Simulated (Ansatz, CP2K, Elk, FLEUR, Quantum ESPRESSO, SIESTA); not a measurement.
## Code comparison for CsPbI3 (Pm-3m, 5 atoms in the cell)

Self-consistent single point, at a second geometry (lattice scaled by 0.98). First geometry:

```yaml
crystal:
  lattice:
    - [6.36864, 0.00000, 0.00000]
    - [0.00000, 6.36864, 0.00000]
    - [0.00000, 0.00000, 6.36864]
  atoms:
    - { symbol: Cs, position: [0.50000, 0.50000, 0.50000] }
    - { symbol: Pb, position: [0.00000, 0.00000, 0.00000] }
    - { symbol: I, position: [0.00000, 0.00000, 0.50000] }
    - { symbol: I, position: [0.50000, 0.00000, 0.00000] }
    - { symbol: I, position: [0.00000, 0.50000, 0.00000] }
```

Shared settings, as Ansatz (a first-principles code) writes them: kpoints.mp_grid.grid = 5 5 5; scf.occupations.method = fermi_dirac; scf.occupations.width = 0.02 eV. Potentials and cutoffs stand in the table.

```csv
code,model,ΔF from the first geometry (meV/atom),pressure (GPa),cutoff
SIESTA,"GGA PBE, numerical atomic orbitals DZP, PseudoDojo PBE standard norm-conserving potentials (rewritten from UPF to PSML)",15.6,1.45,grid 350 Ry
FLEUR,"PBE, all-electron FLAPW (FLEUR), scalar-relativistic valence",13.2,–,Kmax 3.8 1/bohr
CP2K,"PBE, GPW, DZVP-MOLOPT-SR-GTH basis, GTH-PBE potentials (GTH_POTENTIALS)",13.6,1.30,grid 500 Ry
Ansatz,"PBE, PAW files",12.6,1.22,420 eV
Elk,"PBE, all-electron FP-LAPW, Elk's shipped species files, default APW+lo basis",15.3,–,rgkmax 7
Quantum ESPRESSO,"PBE, PseudoDojo standard norm-conserving (PBE) pseudopotentials",11.9,1.18,70 Ry
```

A dash marks a value that a program does not give, or that is left out as unsure.

On Ansatz's run: spin-orbit coupling is off.

The spread over the programs that give each value: ΔF from the first geometry within 3.7 meV/atom; pressure within 0.27 GPa.

SIESTA and CP2K use small atom-centred bases, whose incompleteness enters pressures, forces and empty levels differently from a plane-wave cutoff. FLEUR and Elk treat all electrons, but the usual bases taken here (sphere radii, linearisation, local orbitals, empty states) were not tested for convergence, so the values are no reference for the others. Ansatz's pressure is given at a fixed set of plane waves, as the other plane-wave codes print theirs.

This mesh misses zone-boundary points where a band edge of such crystals can lie, so no gaps are given.

The starting cell comes from a database of computed structures (which also holds hypothetical and non-ambient phases and stackings), without a prior relaxation at this level. Its lattice was rescaled by a random factor within 2.5 % of one. For this run, on top of that: lattice scaled by 0.98.

Left out of this page: ABINIT (with a known weakness of the program).

Keys are those of Ansatz 0.2.
